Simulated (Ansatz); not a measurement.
Cubic perovskite BaSnO₃ was calculated with PBEsol+SOC (PAW; Ansatz, a first-principles code).

Settings: plane-wave cutoff 520 eV, 8×8×8 k mesh, Fermi–Dirac smearing 0.01 eV, PAW data made under PBE.

Response to compression and expansion:

| V (Å³/atom) | P (GPa) | direct gap at Γ (eV) | smallest gap on the k mesh (eV) |
|---|---|---|---|
| 13.165 | 10.88 | 2.056 | 1.659 |
| 13.445 | 6.82 | 1.791 | 1.379 |
| 13.725 | 3.21 | 1.537 | 1.113 |
| 14.005 | 0.00 | 1.295 | 0.859 |
| 14.285 | -2.85 | 1.063 | 0.618 |
| 14.566 | -5.38 | 0.842 | 0.388 |
| 14.846 | -7.62 | 0.629 | 0.169 |

The fundamental gap (0.86 eV at the equilibrium volume, with added k points) lies elsewhere than Γ–Γ.

Measured, for comparison: band gap 2.95 eV (temperature not stated, not corrected to a static lattice, indirect, from the absorption edge of a single crystal; as tabulated in Kim et al. (2012), arXiv:1207.0764).
